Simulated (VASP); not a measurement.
# CuI (Marshite) (F-43m) in VASP: a series of runs, part 2 of 2

VASP 6.6.1.

### 3 Relaxation of cell and atoms, PBE

This run uses another cell than the first one, of 28.09 Å³/atom, 1.008 times its volume.

Input file INCAR:

```
SYSTEM = CuI
PREC = Accurate ; ENCUT = 600
EDIFF = 1E-7 ; ISMEAR = 0
SIGMA = 0.03 ; LREAL = .False.
LASPH = .True. ; NELM = 80
ALGO = Normal ; ISIF = 3
LWAVE = .False. ; LCHARG = .False.
GGA = PE ; IBRION = 2
NSW = 90 ; EDIFFG = -0.005
```

Input file KPOINTS:

```
Automatic mesh
0
Gamma
  8 8 8
  0 0 0
```

Input file POSCAR:

```
CuI                                     
1.0
    0.0000000000      3.0398286185      3.0398286185
    3.0398286185      0.0000000000      3.0398286185
    3.0398286185      3.0398286185      0.0000000000
  Cu              I             
     1     1
Direct
     0.2500000000000000    0.2500000000000000    0.2500000000000000
     0.0000000000000000    0.0000000000000000    0.0000000000000000
```

Potentials or basis: VASP PAW PBE potentials, release 64 (Cu, I).

Command:

```console
$ cat potpaw_PBE.64/Cu/POTCAR potpaw_PBE.64/I/POTCAR > POTCAR
$ mpirun -np 1 vasp_std > vasp.out
```

OUTCAR:

```text
SYSTEM = CuI
   PREC = Accurate
   ENCUT = 600
   EDIFF = 1E-7
   ISMEAR = 0
   LREAL = .False.
   LASPH = .True.
   NELM = 80
   ISIF = 3
   GGA = PE
   IBRION = 2
   NSW = 90
   EDIFFG = -0.005

 ion  position               nearest neighbor table
   1  0.250  0.250  0.250-   2 2.63   2 2.63   2 2.63   2 2.63
   2  0.000  0.000  0.000-   1 2.63   1 2.63   1 2.63   1 2.63

  LATTYP: Found a face centered cubic cell.
 ALAT       =     6.0796572370

  Lattice vectors:
[... 566 lines left out ...]
      8       3.0656      2.00000
      9       3.3598      2.00000
     10       7.8156      0.00000
     11       9.0253      0.00000
     12      10.5368      0.00000
     13      11.7208      0.00000

 [... further k-points ...]
[... 5 lines left out ...]
  --------------------------------------------------------------------------------------
  -------------------------------------------------------------------------------------
  Total        0.0079457      0.0079457      0.0079457      0.0000000     -0.0000000     -0.0000000
  in kB        0.2266041      0.2266041      0.2266041      0.0000000     -0.0000000     -0.0000000
  external PRESSURE =       0.2266041 kB  Pullay stress =       0.0000000 kB

 VOLUME and BASIS-vectors are now :
 -----------------------------------------------------------------------------
  energy-cutoff  :      600.00
  volume of cell :       56.18
      direct lattice vectors                 reciprocal lattice vectors
     0.000000000  3.039828619  3.039828619    -0.164482957  0.164482957  0.164482957
     3.039828619  0.000000000  3.039828619     0.164482957 -0.164482957  0.164482957
     3.039828619  3.039828619  0.000000000     0.164482957  0.164482957 -0.164482957

 POSITION                                       TOTAL-FORCE (eV/Angst)
 -----------------------------------------------------------------------------------
      1.51991      1.51991      1.51991        -0.000000     -0.000000     -0.000000
      0.00000      0.00000      0.00000         0.000000      0.000000      0.000000
 -----------------------------------------------------------------------------------
    total drift:                                0.000001      0.000001      0.000001

  FREE ENERGIE OF THE ION-ELECTRON SYSTEM (eV)
  ---------------------------------------------------
  free  energy   TOTEN  =        -5.5625995045 eV

  energy  without entropy=       -5.5625995045  energy(sigma->0) =       -5.56259950

 reached required accuracy - stopping structural energy minimisation
```

OSZICAR:

```text
N       E                     dE             d eps       ncg     rms          rms(c)
DAV:   1     0.104778108890E+03    0.10478E+03   -0.84134E+03   754   0.166E+03
DAV:   2     0.278161579188E+01   -0.10200E+03   -0.95561E+02   769   0.280E+02
DAV:   3    -0.549096830617E+01   -0.82726E+01   -0.80652E+01  1036   0.872E+01
DAV:   4    -0.576335365831E+01   -0.27239E+00   -0.27210E+00   840   0.135E+01
DAV:   5    -0.577491492400E+01   -0.11561E-01   -0.11560E-01  1102   0.326E+00    0.522E+00
DAV:   6    -0.569966245106E+01    0.75252E-01   -0.34107E+00   783   0.536E+01    0.335E+00
DAV:   7    -0.556266052142E+01    0.13700E+00   -0.77018E-01   809   0.319E+01    0.166E+00
DAV:   8    -0.556522649992E+01   -0.25660E-02   -0.47338E-02  1119   0.363E+00    0.482E-01
DAV:   9    -0.556240876911E+01    0.28177E-02   -0.13540E-02   962   0.371E+00    0.157E-01
DAV:  10    -0.556258374108E+01   -0.17497E-03   -0.69759E-04   894   0.218E-01    0.584E-02
DAV:  11    -0.556260346747E+01   -0.19726E-04   -0.36495E-04   952   0.594E-01    0.341E-02
DAV:  12    -0.556260169150E+01    0.17760E-05   -0.28381E-05  1173   0.962E-02    0.282E-02
DAV:  13    -0.556259933242E+01    0.23591E-05   -0.52343E-06  1151   0.661E-02    0.108E-02
DAV:  14    -0.556259944031E+01   -0.10789E-06   -0.59537E-06  1147   0.682E-02    0.309E-03
DAV:  15    -0.556259950454E+01   -0.64234E-07   -0.43122E-07  1014   0.866E-03
   1 F= -.55625995E+01 E0= -.55625995E+01  d E =-.556260E+01
```

It took 13 s on 1 thread of Intel Xeon 6975P-C (Granite Rapids), shared host; peak memory 0.21 GiB.

What came out:

```yaml
Free_energy: -5.5626 eV
Pressure_after_relaxing: 0.0 GPa
Band_gap_on_the_k_mesh: 1.12 eV, direct
```

Final structure:
```yaml
crystal:
  lattice:
    - [0.00000, 3.03983, 3.03983]
    - [3.03983, 0.00000, 3.03983]
    - [3.03983, 3.03983, 0.00000]
  atoms:
    - { symbol: Cu, position: [0.25000, 0.25000, 0.25000] }
    - { symbol: I, position: [0.00000, 0.00000, 0.00000] }
```

Levels at points of the mesh, in eV from the valence-band top:
| k point | band 7 | band 8 | band 9 | band 10 | band 11 | band 12 |
| --- | --- | --- | --- | --- | --- | --- |
| (0.00, 0.00, 0.00) | 0.00 | 0.00 | 0.00 | 1.12 | 4.88 | 4.88 |
| (0.50, 0.00, 0.00) | -1.75 | -0.69 | -0.69 | 2.15 | 5.41 | 5.41 |
| (0.50, 0.50, 0.00) | -1.73 | -1.47 | -1.47 | 2.73 | 2.91 | 9.13 |

Caveat: the relaxation stopped at its first step, so nothing moved; spin-orbit coupling is left out, which moves the levels of the heavy elements.
